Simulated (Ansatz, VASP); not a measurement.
## Two plane-wave programs on Sc

INCAR

```
SYSTEM = Sc
ALGO = Normal
EDIFF = 1E-7
EDIFFG = -0.04
ENCUT = 600
GGA = PS
IBRION = 2
ISIF = 3
ISMEAR = 0
LASPH = .True.
LCHARG = .False.
LREAL = .False.
LWAVE = .False.
NELM = 100
NSW = 90
PREC = Accurate
SIGMA = 0.1
```

KPOINTS

```
k-points
0
Gamma
  6 6 6
  0 0 0
```

File POSCAR:

```
Sc
1.0
    2.0115675134      1.1613790454      3.7302107806
   -2.0115675134      1.1613790454      3.7302107806
    0.0000000000     -2.3227580907      3.7302107806
Sc
2
Direct
    0.2275400000      0.2275400000      0.2275400000
    0.7724600000      0.7724600000      0.7724600000
```

Input for Ansatz:

```yaml
crystal:
  lattice:
    - [2.0115675134, 1.1613790454, 3.7302107806]
    - [-2.0115675134, 1.1613790454, 3.7302107806]
    - [0.0, -2.3227580907, 3.7302107806]
  atoms:
    - { symbol: Sc, position: [0.22754, 0.22754, 0.22754] }
    - { symbol: Sc, position: [0.77246, 0.77246, 0.77246] }
basis:
  ecutwfc: 420
kpoints:
  mp_grid: { grid: [6, 6, 6] }
hamiltonian:
  xc: pbesol
scf:
  occupations: { method: gaussian, width: 0.1 }
  lower_state_search: "off"
output:
  forces: true
  stress: true
  eigenvalues: true
relax:
  adjacent_minimum: "off"
  f_tol: 0.04
  max_steps: 70
  cell: { stress_tol: 0.4 }
```

Alike in both runs: task relaxation of cell and atoms; functional PBEsol; k mesh 6 × 6 × 6; occupations gaussian, width 0.1 eV; no spin polarisation.

|  | VASP | Ansatz |
| --- | --- | --- |
| version | VASP 6.6.1 | Ansatz 0.2.0 |
| potentials or method | VASP PAW PBE potentials, release 64 (Sc_sv) | scalar-relativistic, plane waves, PAW |
| plane-wave cutoff (eV) | 600 | 420 |
| valence electrons in the cell | 22 | 22 |

```csv
,VASP,Ansatz,Ansatz less VASP
"gap on the k mesh at the Fermi level, each at its own relaxed structure (eV)",none,none,-
relaxed volume (Å³/atom),23.64,23.64,-0.004
relaxed cell length with the largest relative difference (Å),5.595,5.600,+0.0053
energy change over the relaxation (meV/atom),-1030,-1033,-3.7
```

A gap of «none» marks a metal or a gap that the smearing closes.

Caveats: the PAW data sets were made with another functional, which shifts forces and pressure a little (VASP).
